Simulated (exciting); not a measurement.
# BaS (Fm-3m) in exciting: further runs

Aim: see how the results for BaS move with the level of theory and the settings. Levels: PBE, LDA. Tasks: band structure.

Everything below comes from runs of exciting (release sodium). Logs are shortened: lines on timing, memory, paths and dates and some standing lists are left out, and cuts for length are marked.

**What was measured.**

A printed reference work, monograph, original work of 1988 reports, for a bulk crystal of BaS at 2 K: band gap 3.806 eV (indirect).

The results are compared with them further down.

### Step 1. Starting point

Symmetry: Fm-3m, No. 225, cubic system. The conventional cell has a = 6.388 Å, b = 6.388 Å, c = 6.388 Å, α = 90.00°, β = 90.00°, γ = 90.00°. Around Ba (site symmetry m-3m) lie 6 S at 3.19 Å. Around S (site symmetry m-3m) lie 6 Ba at 3.19 Å.

### Step 2. Band structure, PBE

Input file input.xml:

```xml
<input>
  <title>BaS</title>
  <structure speciespath="./" tshift="false">
    <crystal scale="1">
      <basevect>0.000000000000 6.035312810524 6.035312810524</basevect>
      <basevect>6.035312810524 0.000000000000 6.035312810524</basevect>
      <basevect>6.035312810524 6.035312810524 0.000000000000</basevect>
    </crystal>
    <species speciesfile="Ba.xml" rmt="2.3">
      <atom coord="0.000000000000 0.000000000000 0.000000000000"/>
    </species>
    <species speciesfile="S.xml" rmt="1.9">
      <atom coord="0.500000000000 0.500000000000 0.500000000000"/>
    </species>
  </structure>
  <groundstate do="fromscratch" ngridk="7 7 7" rgkmax="7.5" gmaxvr="14" lmaxapw="10" lmaxmat="10" lmaxvr="8" xctype="GGA_PBE" stype="Fermi Dirac" swidth="0.00183747" nempty="10" ValenceRelativity="iora*" epsengy="1e-05" epspot="1e-05" maxscl="60" outputlevel="normal"/>
  <properties>
    <bandstructure>
      <plot1d>
        <path steps="80">
          <point coord="0 0 0" label="G"/>
          <point coord="0.5 0 0.5" label="X"/>
          <point coord="0.5 0.25 0.75" label="W"/>
          <point coord="0.375 0.375 0.75" label="K"/>
          <point coord="0 0 0" label="G"/>
          <point coord="0.5 0.5 0.5" label="L"/>
          <point coord="0.625 0.25 0.625" label="U"/>
          <point coord="0.5 0.25 0.75" label="W"/>
          <point coord="0.5 0.5 0.5" label="L"/>
          <point coord="0.375 0.375 0.75" label="K" breakafter="true"/>
          <point coord="0.625 0.25 0.625" label="U"/>
          <point coord="0.5 0 0.5" label="X"/>
        </path>
      </plot1d>
    </bandstructure>
    <dos nwdos="300" winddos="-0.6 0.5" inttype="tetra" ngrdos="100" nsmdos="2"/>
  </properties>
</input>
```

Potentials or basis: all-electron LAPW+lo, shipped species files, valence relativity iora*.

Run with:

```sh
$ OMP_NUM_THREADS=1 exciting_smp
```

INFO.OUT:

```text
================================================================================
EXCITING SODIUM started
[... 10 lines left out ...]

 Lattice vectors (cartesian) :
      0.0000000000      6.0353128105      6.0353128105
      6.0353128105      0.0000000000      6.0353128105
      6.0353128105      6.0353128105      0.0000000000

 Reciprocal lattice vectors (cartesian) :
     -0.5205351822      0.5205351822      0.5205351822
      0.5205351822     -0.5205351822      0.5205351822
      0.5205351822      0.5205351822     -0.5205351822

 Unit cell volume                           :     439.6725469481
 Brillouin zone volume                      :       0.5641703471

 Species :    1 (Ba)
     parameters loaded from                 :    Ba.xml
     name                                   :    barium
     nuclear charge                         :     -56.00000000
     electronic charge                      :      56.00000000
     atomic mass                            :  250331.80700000
     muffin-tin radius                      :       2.30000000
     # of radial points in muffin-tin       :     450

     atomic positions (lattice) :
       1 :   0.00000000  0.00000000  0.00000000

 Species :    2 (S)
     parameters loaded from                 :    S.xml
     name                                   :    sulphur
     nuclear charge                         :     -16.00000000
     electronic charge                      :      16.00000000
     atomic mass                            :   58452.74216000
     muffin-tin radius                      :       1.90000000
     # of radial points in muffin-tin       :     300

     atomic positions (lattice) :
       1 :   0.50000000  0.50000000  0.50000000

 Total number of atoms per unit cell        :       2

 Spin treatment                             :    spin-unpolarised

 Number of Bravais lattice symmetries       :      48
 Number of crystal symmetries               :      48

 k-point grid                               :       7    7    7
 Total number of k-points                   :      20
 k-point set is reduced with crystal symmetries

 R^MT_min * |G+k|_max (rgkmax)              :       7.50000000
 Species with R^MT_min                      :       2 (S)
 Maximum |G+k| for APW functions            :       3.94736842
 Maximum |G| for potential and density      :      14.00000000

 G-vector grid sizes                        :      40    40    40
 Total number of G-vectors                  :   20275

 Maximum angular momentum used for
     APW functions                          :      10
     computing H and O matrix elements      :      10
     potential and density                  :       8
     inner part of muffin-tin               :       2

 Total nuclear charge                       :     -72.00000000
 Total electronic charge                    :      72.00000000
 Total core charge                          :      46.00000000
 Total valence charge                       :      26.00000000

 Number of empty states                     :      10
 Total number of valence states             :      24

 Maximum Hamiltonian size                   :     490
 Maximum number of plane-waves              :     471
 Total number of local-orbitals             :      19

 Exchange-correlation type                  :      20
[... 23 lines left out ...]
+ SCF iteration number :    1                                                  +
++++++++++++++++++++++++++++++++++++++++++++++++++++++++++++++++++++++++++++++++
 Total energy                               :     -8539.58361646
 _______________________________________________________________
 Fermi energy                               :         0.18167876
 Kinetic energy                             :      9089.34466436
 Coulomb energy                             :    -17404.73012373
 Exchange energy                            :      -220.52384603
 Correlation energy                         :        -3.67431106

 DOS at Fermi energy (states/Ha/cell)       :         0.00000000

 Electron charges :
     core                                   :        46.00000000
     core leakage                           :         0.00068884
     valence                                :        26.00000000
     interstitial                           :         5.75675938
     charge in muffin-tin spheres :
                  atom     1    Ba          :        52.37309595
                  atom     2     S          :        13.87014467
     total charge in muffin-tins            :        66.24324062
     total charge                           :        72.00000000

 Estimated fundamental gap                  :         0.11980965
        valence-band maximum at    1      0.0000  0.0000  0.0000
     conduction-band minimum at   15      0.4286  0.4286  0.0000

++++++++++++++++++++++++++++++++++++++++++++++++++++++++++++++++++++++++++++++++
+ SCF iteration number :    2                                                  +
++++++++++++++++++++++++++++++++++++++++++++++++++++++++++++++++++++++++++++++++
 Total energy                               :     -8539.72047718
 _______________________________________________________________
 Fermi energy                               :         0.19639054
 Kinetic energy                             :      9088.78419454
 Coulomb energy                             :    -17404.37962611
 Exchange energy                            :      -220.44889591
 Correlation energy                         :        -3.67614970
[... 419 lines left out ...]
 Electron charges :
     core                                   :        46.00000000
     core leakage                           :         0.00069487
     valence                                :        26.00000000
     interstitial                           :         5.98493186
     charge in muffin-tin spheres :
                  atom     1    Ba          :        52.45498810
                  atom     2     S          :        13.56008004
     total charge in muffin-tins            :        66.01506814
     total charge                           :        72.00000000

 Estimated fundamental gap                  :         0.08334182
        valence-band maximum at    1      0.0000  0.0000  0.0000
     conduction-band minimum at   15      0.4286  0.4286  0.0000

 RMS change in effective potential (target) :  0.124471E-09  ( 0.100000E-04)
 Absolute change in total energy   (target) :  0.960645E-07  ( 0.100000E-04)
 Charge distance                   (target) :  0.922532E-10  ( 0.100000E-04)

++++++++++++++++++++++++++++++++++++++++++++++++++++++++++++++++++++++++++++++++
| Convergency criteria checked for the last 2 iterations                       +
| Convergence targets achieved. Performing final SCF iteration                 +
++++++++++++++++++++++++++++++++++++++++++++++++++++++++++++++++++++++++++++++++
 Total energy                               :     -8538.72326199
 _______________________________________________________________
 Fermi energy                               :         0.21348706
 Kinetic energy                             :      9089.11506569
 Coulomb energy                             :    -17403.76416765
 Exchange energy                            :      -220.39690939
 Correlation energy                         :        -3.67725063

 DOS at Fermi energy (states/Ha/cell)       :         0.00000001

 Electron charges :
     core                                   :        46.00000000
     core leakage                           :         0.00069487
     valence                                :        26.00000000
     interstitial                           :         5.98493186
     charge in muffin-tin spheres :
                  atom     1    Ba          :        52.45498810
                  atom     2     S          :        13.56008004
     total charge in muffin-tins            :        66.01506814
     total charge                           :        72.00000000

 Estimated fundamental gap                  :         0.08334182
        valence-band maximum at    1      0.0000  0.0000  0.0000
     conduction-band minimum at   15      0.4286  0.4286  0.0000

++++++++++++++++++++++++++++++++++++++++++++++++++++++++++++++++++++++++++++++++
[... 12 lines left out ...]
| EXCITING SODIUM stopped                                                      =
================================================================================
```

WARNINGS.OUT:

```text
Inversion symmetry is present. Consider using input%groundstate%solver%type = "inversionsymmetry"
```

It took 1.9 min on 1 thread of Arm Neoverse V2, shared host; peak memory 0.16 GiB.

Results:

```yaml
Free_energy: -232350.4967 eV
Band_gap_on_the_k_mesh: 2.27 eV, indirect (least direct gap 2.38 eV)
Band_gap_along_the_path: 2.21 eV, indirect (least direct gap 2.32 eV)
All_electrons_inside_the_program's_atomic_spheres: Ba 52.45; S 13.56 (radii Ba 2.3, S 1.9 bohr)
```

Levels at the corners of the path, in eV from the valence-band top:
| point | band 10 | band 11 | band 12 | band 13 | band 14 | band 15 | band 16 | band 17 |
| --- | --- | --- | --- | --- | --- | --- | --- | --- |
| Γ | -10.29 | 0.00 | 0.00 | 0.00 | 3.70 | 3.97 | 3.97 | 3.97 |
| X | -10.20 | -0.45 | -0.11 | -0.11 | 2.21 | 6.02 | 6.12 | 7.59 |
| W | -9.65 | -1.06 | -0.42 | -0.42 | 4.30 | 4.30 | 6.36 | 6.92 |
| K | -9.69 | -0.88 | -0.55 | -0.47 | 3.35 | 5.92 | 6.66 | 6.74 |
| Γ | -10.29 | 0.00 | 0.00 | 0.00 | 3.70 | 3.97 | 3.97 | 3.97 |
| L | -9.04 | -1.85 | -1.01 | -1.01 | 5.56 | 5.63 | 6.41 | 6.41 |
| U | -9.69 | -0.88 | -0.55 | -0.47 | 3.35 | 5.92 | 6.66 | 6.74 |
| W | -9.65 | -1.06 | -0.42 | -0.42 | 4.30 | 4.30 | 6.36 | 6.92 |
| L | -9.04 | -1.85 | -1.01 | -1.01 | 5.56 | 5.63 | 6.41 | 6.41 |
| K | -9.69 | -0.88 | -0.55 | -0.47 | 3.35 | 5.92 | 6.66 | 6.74 |
| U | -9.69 | -0.88 | -0.55 | -0.47 | 3.35 | 5.92 | 6.66 | 6.74 |
| X | -10.20 | -0.45 | -0.11 | -0.11 | 2.21 | 6.02 | 6.12 | 7.59 |

States per cell in windows of 0.5 eV (zero at the valence-band top; states under -8 eV left out):
| from (eV) | total |
| --- | --- |
| -8.0 | 0.00 |
| -7.5 | 0.00 |
| -7.0 | 0.00 |
| -6.5 | 0.00 |
| -6.0 | 0.00 |
| -5.5 | 0.00 |
| -5.0 | 0.00 |
| -4.5 | 0.00 |
| -4.0 | 0.00 |
| -3.5 | 0.00 |
| -3.0 | 0.00 |
| -2.5 | 0.00 |
| -2.0 | 0.29 |
| -1.5 | 1.27 |
| -1.0 | 2.46 |
| -0.5 | 1.94 |
| 0.0 | 0.04 |
| 0.5 | 0.00 |
| 1.0 | 0.00 |
| 1.5 | 0.00 |
| 2.0 | 0.05 |
| 2.5 | 0.20 |
| 3.0 | 0.32 |
| 3.5 | 0.61 |
| 4.0 | 0.68 |
| 4.5 | 0.70 |
| 5.0 | 1.28 |
| 5.5 | 1.35 |
| 6.0 | 1.82 |
| 6.5 | 1.49 |
| 7.0 | 1.05 |
| 7.5 | 0.95 |

Caveat: the basis of Au and Ba changes in steps between geometries, so energy differences can be off by several meV; spin-orbit coupling is left out, which moves the levels of the heavy elements.

### Step 3. Band structure, PBE, spin-orbit coupling, no magnetisation

input.xml, as its differences from that of step 2:

```diff
@@ -15,3 +15,5 @@
   </structure>
-  <groundstate do="fromscratch" ngridk="7 7 7" rgkmax="7.5" gmaxvr="14" lmaxapw="10" lmaxmat="10" lmaxvr="8" xctype="GGA_PBE" stype="Fermi Dirac" swidth="0.00183747" nempty="10" ValenceRelativity="iora*" epsengy="1e-05" epspot="1e-05" maxscl="60" outputlevel="normal"/>
+  <groundstate do="fromscratch" ngridk="5 5 5" rgkmax="7.5" gmaxvr="14" lmaxapw="10" lmaxmat="10" lmaxvr="8" xctype="GGA_PBE" stype="Fermi Dirac" swidth="0.00183747" nempty="20" ValenceRelativity="iora*" epsengy="1e-05" epspot="1e-05" maxscl="60" outputlevel="normal">
+    <spin spinorb="true"/>
+  </groundstate>
   <properties>
@@ -35,3 +37,32 @@
     </bandstructure>
-    <dos nwdos="300" winddos="-0.6 0.5" inttype="tetra" ngrdos="100" nsmdos="2"/>
+    <chargedensityplot>
+      <plot3d>
+        <box grid="23 23 23">
+          <origin coord="0 0 0"/>
+          <point coord="1 0 0"/>
+          <point coord="0 1 0"/>
+          <point coord="0 0 1"/>
+        </box>
+      </plot3d>
+    </chargedensityplot>
+    <elfplot>
+      <plot3d>
+        <box grid="23 23 23">
+          <origin coord="0 0 0"/>
+          <point coord="1 0 0"/>
+          <point coord="0 1 0"/>
+          <point coord="0 0 1"/>
+        </box>
+      </plot3d>
+    </elfplot>
+    <exccplot>
+      <plot3d>
+        <box grid="23 23 23">
+          <origin coord="0 0 0"/>
+          <point coord="1 0 0"/>
+          <point coord="0 1 0"/>
+          <point coord="0 0 1"/>
+        </box>
+      </plot3d>
+    </exccplot>
   </properties>
```

Potentials or basis: all-electron LAPW+lo, shipped species files, valence relativity iora*.

Run with:

```sh
$ OMP_NUM_THREADS=1 exciting_smp
```

Run time: 2.9 min. Hardware: 1 thread of Arm Neoverse V2, shared host; peak memory 0.21 GiB.

It converged, with:

* Band gap on the k mesh: 2.27 eV, indirect (least direct gap 2.36 eV)
* Band gap along the path: 2.16 eV, indirect (least direct gap 2.23 eV)
* All electrons inside the program's atomic spheres: Ba 52.45; S 13.56 (radii Ba 2.3, S 1.9 bohr)

Levels at the corners of the path, in eV from the valence-band top:
```csv
point,band 23,band 24,band 25,band 26,band 27,band 28,band 29,band 30
Γ,0.00,0.00,0.00,0.00,3.65,3.65,3.89,3.89
X,-0.20,-0.20,-0.07,-0.07,2.16,2.16,5.97,5.97
W,-0.53,-0.53,-0.40,-0.40,4.23,4.23,4.26,4.26
K,-0.60,-0.60,-0.49,-0.49,3.30,3.30,5.87,5.87
Γ,0.00,0.00,0.00,0.00,3.65,3.65,3.89,3.89
L,-1.07,-1.07,-1.04,-1.04,5.51,5.51,5.58,5.58
U,-0.60,-0.60,-0.49,-0.49,3.30,3.30,5.87,5.87
W,-0.53,-0.53,-0.40,-0.40,4.23,4.23,4.26,4.26
L,-1.07,-1.07,-1.04,-1.04,5.51,5.51,5.58,5.58
K,-0.60,-0.60,-0.49,-0.49,3.30,3.30,5.87,5.87
U,-0.60,-0.60,-0.49,-0.49,3.30,3.30,5.87,5.87
X,-0.20,-0.20,-0.07,-0.07,2.16,2.16,5.97,5.97
```

Caveat: total energies with spin-orbit coupling aren't reliable in this program, so none is listed and the log's shouldn't be used; the mesh misses the band edges, which the band path finds closer together.

(Part 1 of 2 ends here.)
